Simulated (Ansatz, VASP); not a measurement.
## Ca: VASP beside Ansatz

INCAR

```
SYSTEM = Ca
PREC = Accurate
ENCUT = 520
EDIFF = 1E-6
ISMEAR = -1
SIGMA = 0.1
LREAL = .FALSE.
LASPH = .TRUE.
NELM = 60
ALGO = Normal
ISIF = 2
LWAVE = .FALSE.
LCHARG = .TRUE.
GGA = RE
LELF = .TRUE.
LVHAR = .TRUE.
NBANDS = 17
```

File KPOINTS:

```
Automatic mesh
0
G
  7 7 7
  0 0 0
```

Contents of POSCAR:

```
Ca
1.0
    0.0000000000      4.4818244619      4.4818244619
    4.4818244619      0.0000000000      4.4818244619
    4.4818244619      4.4818244619      0.0000000000
Ca
2
Direct
    0.1250000000      0.1250000000      0.1250000000
    0.8750000000      0.8750000000      0.8750000000
```

Input for Ansatz:

```yaml
crystal:
  lattice:
    - [0.0, 4.4818244619, 4.4818244619]
    - [4.4818244619, 0.0, 4.4818244619]
    - [4.4818244619, 4.4818244619, 0.0]
  atoms:
    - { symbol: Ca, position: [0.125, 0.125, 0.125] }
    - { symbol: Ca, position: [0.875, 0.875, 0.875] }
hamiltonian:
  xc: revpbe
  pseudopotentials:
    kind: paw
    azcp:
      Ca: "pseudopotentials/Ca.paw.azcp"
basis:
  ecutwfc: 420
  fft_grid_basis: typed
kpoints:
  mp_grid: { grid: [7, 7, 7], shift: [0, 0, 0] }
magnetization:
  spin_polarized: false
scf:
  occupations: { method: fermi_dirac, width: 0.1 }
  lower_state_search: "off"
output:
  stress: true
```

Alike in both runs: task single point; functional revPBE; k mesh 7 × 7 × 7; occupations fermi-dirac, width 0.1 eV; no spin polarisation.

|  | VASP | Ansatz |
| --- | --- | --- |
| version | VASP 6.6.1 | Ansatz 0.2.0 |
| potentials or method | VASP PAW PBE potentials, release 64 (Ca_sv) | plane waves (420 eV) with PAW, scalar-relativistic |
| plane-wave cutoff (eV) | 520 | 420 |
| valence electrons in the cell | 20 | 20 |

|  | VASP | Ansatz | Ansatz less VASP |
| --- | --- | --- | --- |
| pressure (GPa) | -0.2 | -0.2 | +0.01 |

Caveats: the PAW data sets were made with another functional, which shifts forces and pressure a little (VASP).
